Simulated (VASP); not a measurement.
Here is a VASP 6.6.1 calculation.

File INCAR:

```
SYSTEM = Li7S3
ALGO = Normal
EDIFF = 1E-6
EDIFFG = -0.04
ENCUT = 600
GGA = PE
IBRION = 2
ISIF = 3
ISMEAR = 0
LASPH = .True.
LCHARG = .False.
LREAL = .False.
LWAVE = .False.
NELM = 100
NSW = 90
PREC = Accurate
SIGMA = 0.1
```

KPOINTS

```
k-points
0
Gamma
  3 3 3
  0 0 0
```

The input POSCAR:

```
Li7S3
1.0
    3.5767105600      2.0650148100      9.1727078600
   -3.5767105600      2.0650148100      9.1727078600
    0.0000000000     -4.1300296100      9.1727078600
Li S
7 3
Direct
    0.5000000000      0.5000000000      0.5000000000
    0.2080320600      0.2080320600      0.7080320600
    0.7080320600      0.2080320600      0.2080320600
    0.2080320600      0.7080320600      0.2080320600
    0.7919679400      0.2919679400      0.7919679400
    0.2919679400      0.7919679400      0.7919679400
    0.7919679400      0.7919679400      0.2919679400
    0.4160641100      0.4160641100      0.4160641100
    0.5839358900      0.5839358900      0.5839358900
    0.0000000000      0.0000000000      0.0000000000
```

Potentials or basis: VASP PAW PBE potentials, release 64 (Li_sv, S).

The run is started by

```console
$ cat potpaw_PBE.64/Li_sv/POTCAR potpaw_PBE.64/S/POTCAR > POTCAR
$ mpirun -np 1 vasp_std > vasp.out
```

(1) What does it give for the relaxed cell?

(2) Predict the relaxed volume.

Results:

(1) a = 10.339 Å, b = 10.339 Å, c = 10.339 Å, α = 38.05°, β = 38.05°, γ = 38.05°.

(2) 37.70 Å³/atom.

Caveat: the cutoff is under 1.25 times the usual one of these potentials, so pressure, stress and relaxed cells hold a basis-set (Pulay) error.
